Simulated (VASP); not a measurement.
# PtS2 in VASP: relaxation of cell and atoms with PBE+D4

Aim: the relaxation of cell and atoms of PtS2 with PBE+D4.

All numbers are computed with VASP 6.6.1; they aren't measurements. Logs are shortened: lines on timing, memory, paths and dates and some standing lists are left out, and cuts for length are marked.

## 1. Starting point

The cell holds a sheet with vacuum, 3 atoms: a = 3.560 Å, b = 3.560 Å, c = 18.460 Å, α = 90.00°, β = 90.00°, γ = 120.00°.

The cell was built by a generator and needn't be a form met in nature.

## 2. Relaxation of cell and atoms, PBE+D4

INCAR

```
SYSTEM = PtS2
PREC = Accurate
ENCUT = 600
EDIFF = 1E-6
ISMEAR = 0
SIGMA = 0.03
LREAL = .FALSE.
LASPH = .TRUE.
NELM = 120
ALGO = Normal
ISIF = 3
LWAVE = .FALSE.
LCHARG = .FALSE.
GGA = PE
IVDW = 13
IBRION = 2
NSW = 40
EDIFFG = -0.005
LATTICE_CONSTRAINTS = .TRUE. .TRUE. .FALSE.
KPAR = 4
```

KPOINTS

```
Automatic mesh
0
G
  12 12 1
  0 0 0
```

POSCAR

```
PtS2
1.0
    3.5600000000      0.0000000000      0.0000000000
   -1.7800000000      3.0830504400      0.0000000000
    0.0000000000      0.0000000000     18.4600000000
S Pt
2 1
Direct
    0.3333330000      0.6666670000      0.4333694500
    0.6666670000      0.3333330000      0.5666305500
    0.0000000000      0.0000000000      0.5000000000
```

Potentials or basis: VASP PAW PBE potentials, release 64 (S, Pt).

On the command line:

```console
$ cat potpaw_PBE.64/S/POTCAR potpaw_PBE.64/Pt/POTCAR > POTCAR
$ mpirun -np 4 vasp_std > vasp.out
```

OUTCAR:

```text
SYSTEM = PtS2
   PREC = Accurate
   ENCUT = 600
   EDIFF = 1E-6
   ISMEAR = 0
   LREAL = .FALSE.
   LASPH = .TRUE.
   NELM = 120
   ISIF = 3
   GGA = PE
   IVDW = 13
   IBRION = 2
   NSW = 40
   EDIFFG = -0.005

 ion  position               nearest neighbor table
   1  0.333  0.667  0.433-   3 2.40   3 2.40   3 2.40
   2  0.667  0.333  0.567-   3 2.40   3 2.40   3 2.40
   3  0.000  0.000  0.500-   1 2.40   2 2.40   2 2.40   1 2.40   2 2.40   1 2.40

  LATTYP: Found a hexagonal cell.
 ALAT       =     3.5600000000
 C/A-ratio  =     5.1853932584

  Lattice vectors:

 A1 = (   3.5600000000,   0.0000000000,   0.0000000000)
 A2 = (  -1.7800000000,   3.0830504400,   0.0000000000)
 A3 = (   0.0000000000,   0.0000000000,  18.4600000000)

Analysis of symmetry for initial positions (statically):
=====================================================================
 Subroutine PRICEL returns:
 Original cell was already a primitive cell.

 Routine SETGRP: Setting up the symmetry group for a
 hexagonal supercell.

 Subroutine GETGRP returns: Found 12 space group operations
 (whereof 12 operations were pure point group operations)
 out of a pool of 24 trial point group operations.

The static configuration has the point symmetry D_3d.

Analysis of symmetry for dynamics (positions and initial velocities):
=====================================================================
 Subroutine PRICEL returns:
 Original cell was already a primitive cell.

 Routine SETGRP: Setting up the symmetry group for a
 hexagonal supercell.

 Subroutine GETGRP returns: Found 12 space group operations
 (whereof 12 operations were pure point group operations)
 out of a pool of 24 trial point group operations.

The dynamic configuration has the point symmetry D_3d.

 Subroutine INISYM returns: Found 12 space group operations
 (whereof 12 operations are pure point group operations),
 and found     1 'primitive' translations

----------------------------------------------------------------------------------------

                                     Primitive cell

  volume of cell :     202.6107

  direct lattice vectors                    reciprocal lattice vectors
     3.560000000  0.000000000  0.000000000     0.280898876  0.162177042  0.000000000
    -1.780000000  3.083050440  0.000000000     0.000000000  0.324354084  0.000000000
     0.000000000  0.000000000 18.460000000     0.000000000  0.000000000  0.054171181

  length of vectors
     3.560000000  3.560000002 18.460000000     0.324354084  0.324354084  0.054171181

  position of ions in fractional coordinates (direct lattice)
     0.333333000  0.666667000  0.433369450
     0.666667000  0.333333000  0.566630550
     0.000000000  0.000000000  0.500000000

  ion indices of the primitive-cell ions
   primitive index   ion index
                 1           1
                 2           2
                 3           3

----------------------------------------------------------------------------------------

 KPOINTS: Automatic mesh

Automatic generation of k-mesh.
 Grid dimensions read from file:
 generate k-points for:   12   12    1

 Generating k-lattice:

  Cartesian coordinates                     Fractional coordinates (reciprocal lattice)
     0.023408240  0.013514753  0.000000000     0.083333333  0.000000000  0.000000000
     0.000000000  0.027029507  0.000000000     0.000000000  0.083333333  0.000000000
     0.000000000  0.000000000  0.054171181     0.000000000  0.000000000  1.000000000

  Length of vectors
     0.027029507  0.027029507  0.054171181

  Shift w.r.t. Gamma in fractional coordinates (k-lattice)
     0.000000000  0.000000000  0.000000000

 Subroutine IBZKPT returns following result:
 ===========================================

 Found     19 irreducible k-points:

 Following reciprocal coordinates:
            Coordinates               Weight
  0.000000  0.000000  0.000000      1.000000
  0.083333 -0.000000  0.000000      6.000000
  0.166667  0.000000  0.000000      6.000000
  0.250000  0.000000  0.000000      6.000000
  0.333333 -0.000000  0.000000      6.000000
  0.416667  0.000000  0.000000      6.000000
[... 11 lines left out ...]
  0.333333  0.250000  0.000000     12.000000
  0.333333  0.333333  0.000000      2.000000
   k-points           NKPTS =     19   k-points in BZ     NKDIM =     19   number of bands    NBANDS=     15
   number of dos      NEDOS =    301   number of ions     NIONS =      3
   total plane-waves  NPLWV = 117600
   dimension x,y,z NGX =    28 NGY =   28 NGZ =  150
   dimension x,y,z NGXF=    56 NGYF=   56 NGZF=  300
   ions per type =               2   1
   NGX,Y,Z   is equivalent  to a cutoff of  13.08, 13.08, 13.51 a.u.
   NGXF,Y,Z  is equivalent  to a cutoff of  26.15, 26.15, 27.02 a.u.
 SYSTEM =  PtS2
   PREC   = accura    normal or accurate (medium, high low for compatibility)
   ISTART =      0    job   : 0-new  1-cont  2-samecut
   ICHARG =      2    charge: 1-file 2-atom 10-const
   ISPIN  =      1    spin polarized calculation?
   LNONCOLLINEAR =      F non collinear calculations
   LSORBIT =      F    spin-orbit coupling
   LASPH  =      T    aspherical Exc in radial PAW
   ENCUT  =  600.0 eV  44.10 Ry    6.64 a.u.   7.11  7.11 36.87*2*pi/ulx,y,z
   NELM   =    120;   NELMIN=  2; NELMDL= -5     # of ELM steps
   EDIFF  = 0.1E-05   stopping-criterion for ELM
   LREAL  =      F    real-space projection
   EDIFFG = -.5E-02   stopping-criterion for IOM
   NSW    =     40    number of steps for IOM
   IBRION =      2    ionic relax: 0-MD 1-quasi-New 2-CG
   NFREE  =      1    steps in history (QN), initial steepest desc. (CG)
   ISIF   =      3    stress and relaxation
   ISYM   =      2    0-nonsym 1-usesym 2-fastsym
   POTIM  = 0.5000    time-step for ionic-motion
   TEBEG  =    0.0;   TEEND  =   0.0 temperature during run
   PSTRESS=    0.0 pullay stress
   NELECT =      22.0000    total number of electrons
   NUPDOWN=      -1.0000    fix difference up-down
   EMIN   =  10.00;   EMAX   =-10.00  energy-range for DOS
   EFERMI =   0.00;   METHOD = LEGACY
   ISMEAR =     0;   SIGMA  =   0.03  broadening in eV -4-tet -1-fermi 0-gaus
   EFERMI_NEDOS =   21; number of points for ismear=-14 and -15
   IALGO  =     38    algorithm
   IMIX   =      4    mixing-type and parameters
     AMIX     =   0.40;   BMIX     =  1.00
     AMIX_MAG =   1.60;   BMIX_MAG =  1.00
  volume/ion in A,a.u.               =      67.54       455.76
  Fermi-wavevector in a.u.,A,eV,Ry     =   0.781019  1.475912  8.299428  0.609991
  Thomas-Fermi vector in A             =   1.884450
   LORBIT       =      0    0 simple, 1 ext, 2 COOP (PROOUT), +10 PAW based schemes
   GGA     = PE    functional components
   LHFCALC =     F    Hartree Fock is set to
   AEXX    =    0.0000 exact exchange contribution
   IVDW    =    13    specifies the selected vdW correction
   LEPSILON=     F    determine dielectric tensor
   LRPA    =     F    only Hartree local field effects (RPA)
 conjugate gradient relaxation of ions
 non-spin polarized calculation
 Gauss-broadening in eV      SIGMA  =   0.03
  energy-cutoff  :      600.00
  volume of cell :      202.61
 maximum number of plane-waves:      6831
   NGX = 15   NGY = 15   NGZ = 73

--------------------------------------- Ionic step        1  -------------------------------------------

 number of electron      21.9999999 magnetization

 Free energy of the ion-electron system (eV)
  ---------------------------------------------------
  ext. energy  EPLUGINS =         0.00000000
  ---------------------------------------------------
  free energy    TOTEN  =       -15.45820236 eV

  energy without entropy =      -15.45820236  energy(sigma->0) =      -15.45820236

------------------------ aborting loop because EDIFF is reached ----------------------------------------

  DFT-D4 for vdW energy calculation

  Edisp (eV):   -0.91831

  FORCE on cell =-STRESS in cart. coord.  units (eV):
  Direction    XX          YY          ZZ          XY          YZ          ZX
  --------------------------------------------------------------------------------------
  -------------------------------------------------------------------------------------
  Total      -0.62259    -0.62259    -0.12101     0.00000     0.00000    -0.00000
  in kB      -4.92321    -4.92321    -0.95691     0.00000     0.00000    -0.00000
  external pressure =       -3.60 kB  Pullay stress =        0.00 kB

 VOLUME and BASIS-vectors are now :
 -----------------------------------------------------------------------------
  energy-cutoff  :      600.00
  volume of cell :      202.61
      direct lattice vectors                 reciprocal lattice vectors
     3.560000000  0.000000000  0.000000000     0.280898876  0.162177042  0.000000000
    -1.780000000  3.083050440  0.000000000     0.000000000  0.324354084  0.000000000
     0.000000000  0.000000000 18.460000000     0.000000000  0.000000000  0.054171181
[... 124 lines left out ...]
 POSITION                                       TOTAL-FORCE (eV/Angst)
 -----------------------------------------------------------------------------------
     -0.00000      2.04478      7.99789        -0.000000      0.000000     -0.053045
      1.77083      1.02239     10.46211         0.000000      0.000000      0.053045
      0.00000     -0.00000      9.23000         0.000000      0.000000      0.000000
 -----------------------------------------------------------------------------------
    total drift:                                0.000000     -0.000000      0.000000

  FREE ENERGIE OF THE ION-ELECTRON SYSTEM (eV)
  ---------------------------------------------------
  free  energy   TOTEN  =       -16.3798787245 eV

  energy  without entropy=      -16.3798787245  energy(sigma->0) =      -16.37987872

--------------------------------------- Ionic step        5  -------------------------------------------

 number of electron      22.0000000 magnetization

 Free energy of the ion-electron system (eV)
  ---------------------------------------------------
  ext. energy  EPLUGINS =         0.00000000
  ---------------------------------------------------
  free energy    TOTEN  =       -15.45081078 eV

  energy without entropy =      -15.45081078  energy(sigma->0) =      -15.45081078

 E-fermi :  -2.7962     XC(G=0):  -3.5459

 val. band max:       -2.9935414684   @ k =   0.1667   0.1667   0.0000
 cond. band min:      -1.1583805584   @ k =   0.2500   0.0000   0.0000
 fundamental gap:      1.8351609100
 Fermi energy:        -2.7961568790

 k-point     1 :       0.0000    0.0000    0.0000
  band No.  band energies     occupation
      1     -17.0530      2.00000
      2     -14.8297      2.00000
      3      -8.5544      2.00000
      4      -8.5544      2.00000
      5      -8.2780      2.00000
      6      -5.8786      2.00000
      7      -5.8786      2.00000
      8      -3.8145      2.00000
      9      -3.6953      2.00000
     10      -3.2179      2.00000
     11      -3.2179      2.00000
     12       0.2809      0.00000
     13       0.2809      0.00000
     14       2.4414      0.00000
     15       2.8256      0.00000
[... 348 lines left out ...]
 POSITION                                       TOTAL-FORCE (eV/Angst)
 -----------------------------------------------------------------------------------
     -0.00000      2.04141      7.99019         0.000000      0.000000      0.003863
      1.76791      1.02070     10.46981        -0.000000     -0.000000     -0.003863
      0.00000     -0.00000      9.23000         0.000000      0.000000      0.000000
 -----------------------------------------------------------------------------------
    total drift:                               -0.000000     -0.000000      0.000000

  FREE ENERGIE OF THE ION-ELECTRON SYSTEM (eV)
  ---------------------------------------------------
  free  energy   TOTEN  =       -16.3804170882 eV

  energy  without entropy=      -16.3804170882  energy(sigma->0) =      -16.38041709

 reached required accuracy - stopping structural energy minimisation
```

Wall time 53 s (4 MPI ranks of Intel Xeon 6975P-C (Granite Rapids), shared host); peak memory 0.39 GiB.

Results:

```yaml
Free_energy: -16.3804 eV
Relaxed_volume: 66.62 Å³/atom
Relaxed_cell: a = 3.536 Å, b = 3.536 Å, c = 18.460 Å, α = 90.00°, β = 90.00°, γ = 120.00°
Space_group_after_relaxing_to_0.05_Å: P-3m1 (No. 164)
Energy_gained_by_relaxing: 1.3 meV/atom
Ionic_steps: 5
Largest_force_after_relaxing: 0.004 eV/Å
Band_gap_on_the_k_mesh: 1.84 eV, indirect (least direct gap 1.98 eV)
Dispersion_energy_per_atom: -0.310 eV
```

Forces on the atoms (eV/Å):
```
S    0.000  0.000  0.004
S    0.000  0.000 -0.004
Pt   0.000  0.000  0.000
```

Step by step:
| step | energy change (eV) | largest force (eV/Å) | pressure (GPa) | volume (Å³) |
| --- | --- | --- | --- | --- |
| 1 | 0.0000 | 0.0515 | -0.36 | 202.61 |
| 2 | 0.0016 | 0.2455 | 0.56 | 198.57 |
| 3 | -0.0029 | 0.0776 | 0.04 | 200.80 |
| 4 | -0.0034 | 0.0530 | 0.03 | 200.53 |
| 5 | -0.0039 | 0.0039 | 0.00 | 199.87 |

Final structure:
```yaml
crystal:
  lattice:
    - [3.53583, 0.00000, 0.00000]
    - [-1.76791, 3.06211, 0.00000]
    - [0.00000, 0.00000, 18.46000]
  atoms:
    - { symbol: S, position: [0.33333, 0.66667, 0.43284] }
    - { symbol: S, position: [0.66667, 0.33333, 0.56716] }
    - { symbol: Pt, position: [0.00000, 0.00000, 0.50000] }
```

Levels at points of the mesh, in eV from the valence-band top:
```
           k point  band 8  band 9  band 10  band 11  band 12  band 13  band 14  band 15
(0.00, 0.00, 0.00)   -0.82   -0.70    -0.22    -0.22     3.27     3.27     5.43     5.82
(0.50, 0.00, 0.00)   -2.12   -1.96    -1.67    -1.43     2.92     3.05     5.57     6.78
```

Caveat: spin-orbit coupling is left out, which moves the levels of the heavy elements.
